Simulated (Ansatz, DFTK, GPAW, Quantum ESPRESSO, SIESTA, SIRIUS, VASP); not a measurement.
## KI: programs and potentials compared

```
I K
1.0
     0.00000    3.53277    3.53277
     3.53277    0.00000    3.53277
     3.53277    3.53277    0.00000
I K
1 1
Direct
  0.50000 0.50000 0.50000
  0.00000 0.00000 0.00000
```

Alike in all runs: task single point; functional PBEsol; k mesh 7 × 7 × 7; occupations fermi-dirac, width 0.05 eV; no spin polarisation; no spin-orbit coupling. Pressure is positive in compression and, in plane waves, holds the error of the finite cutoff.

```
                                                                                                          program and potentials  plane-wave cutoff (eV)                    notes  pressure (GPa)
SIESTA, files PseudoDojo sr-pbesol-0.4.1-standard, DZP (energy shift 0.003 Ry; two zetas on semicore shells; d shell added on K)                       -             atomic basis           -0.25
                                                                                             VASP, PBE PAW files I, K_sv, 520 eV                     520  potentials made for PBE           -0.25
                                                                                  Ansatz, all-electron LAPW, scalar-relativistic                       -                        -           -0.28
                                                                  SIRIUS, PseudoDojo 0.4.1 PBEsol standard (scalar relativistic)                    1030                        -           -0.29
                                                                              DFTK, PseudoDojo SR PBEsol 0.4.1 standard (PBEsol)                    1007                        -           -0.29
                                                                                               Quantum ESPRESSO, GBRV 1.5 PBEsol                     612                        -           -0.40
                                                                               GPAW, PAW data sets generated for this functional                     600                        -           -0.30
```

The pressure spans -0.40 (Quantum ESPRESSO, GBRV 1.5 PBEsol) to -0.25 GPa (SIESTA, files PseudoDojo sr-pbesol-0.4.1-standard, DZP (energy shift 0.003 Ry; two zetas on semicore shells; d shell added on K)), with all-electron results at -0.28. Rows in atomic bases carry the error of their basis and grid, which can be large.

The functional is the same throughout but for its coding, so the spread measures potentials, basis and numerics; runs on potential files found faulty are left out.
